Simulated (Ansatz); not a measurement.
**Ni: band structure with revPBE**

Ni:

```
Ni
1.0
     0.00000    1.73757    1.73757
     1.73757    0.00000    1.73757
     1.73757    1.73757    0.00000
Ni
1
Direct
  0.00000 0.00000 0.00000
```

- Program: Ansatz 0.2.0
- Task: band structure
- Functional: revPBE
- Potentials or basis: Ansatz PAW
- Cutoff: 420 eV (not typed: the program's choice for these potentials)
- k mesh: 13 × 13 × 13
- Occupations: fermi-dirac, width 0.05 eV
- Spin: collinear spin, ferromagnetic start
- Starting moments: [1.0] μB
- Path: [["G", "X", "W", "K", "G", "L", "U", "W", "L", "K"], ["U", "X"]]
- Points for each segment of the path: 14

| Property | Result |
| --- | --- |
| Pressure | 12.3 GPa |
| Band gap on the k mesh | none (metal or under the smearing width) |
| Net moment | 0.63 μB per cell |
| Absolute moment | 0.72 μB per cell |
| Site moments | Ni +0.67 μB |

Levels at the corners of the path, in eV from the Fermi level:
Spin up:
```
point  band 7  band 8  band 9  band 10  band 11  band 12
    Γ   -2.57   -2.57   -1.32    -1.32    23.75    28.05
    X   -0.57   -0.48   -0.48     2.37     9.46    15.10
    W   -3.26   -1.40   -0.48     7.86     7.86    10.12
    K   -2.25   -1.15   -0.75     5.80     7.40    10.20
    Γ   -2.57   -2.57   -1.32    -1.32    23.75    28.05
    L   -2.56   -0.62   -0.62    -0.48     5.86    22.26
    U   -2.25   -1.15   -0.75     5.80     7.40    10.20
    W   -3.26   -1.40   -0.48     7.86     7.86    10.12
    L   -2.56   -0.62   -0.62    -0.48     5.86    22.26
    K   -2.25   -1.15   -0.75     5.80     7.40    10.20
    U   -2.25   -1.15   -0.75     5.80     7.40    10.20
    X   -0.57   -0.48   -0.48     2.37     9.46    15.10
```
Spin down:
| point | band 5 | band 6 | band 7 | band 8 | band 9 | band 10 | band 11 | band 12 |
| --- | --- | --- | --- | --- | --- | --- | --- | --- |
| Γ | -9.44 | -1.80 | -1.80 | -1.80 | -0.72 | -0.72 | 23.57 | 28.02 |
| X | -4.60 | -3.83 | 0.06 | 0.42 | 0.42 | 2.31 | 9.71 | 15.09 |
| W | -3.63 | -2.64 | -2.64 | -0.82 | 0.42 | 8.05 | 8.05 | 10.29 |
| K | -3.80 | -3.40 | -1.62 | -0.56 | 0.13 | 6.01 | 7.59 | 10.40 |
| Γ | -9.44 | -1.80 | -1.80 | -1.80 | -0.72 | -0.72 | 23.57 | 28.02 |
| L | -4.69 | -1.93 | -1.93 | -0.55 | 0.16 | 0.16 | 6.30 | 22.10 |
| U | -3.80 | -3.40 | -1.62 | -0.56 | 0.13 | 6.01 | 7.59 | 10.40 |
| W | -3.63 | -2.64 | -2.64 | -0.82 | 0.42 | 8.05 | 8.05 | 10.29 |
| L | -4.69 | -1.93 | -1.93 | -0.55 | 0.16 | 0.16 | 6.30 | 22.10 |
| K | -3.80 | -3.40 | -1.62 | -0.56 | 0.13 | 6.01 | 7.59 | 10.40 |
| U | -3.80 | -3.40 | -1.62 | -0.56 | 0.13 | 6.01 | 7.59 | 10.40 |
| X | -4.60 | -3.83 | 0.06 | 0.42 | 0.42 | 2.31 | 9.71 | 15.09 |

It took 2.8 s on 2 threads of Arm Neoverse V1, with other jobs on the host, peak memory 0.28 GiB.

Caveat: the PAW data sets come from PBE, with cores solved anew for the run's functional, which leaves a small shift of forces and pressure.
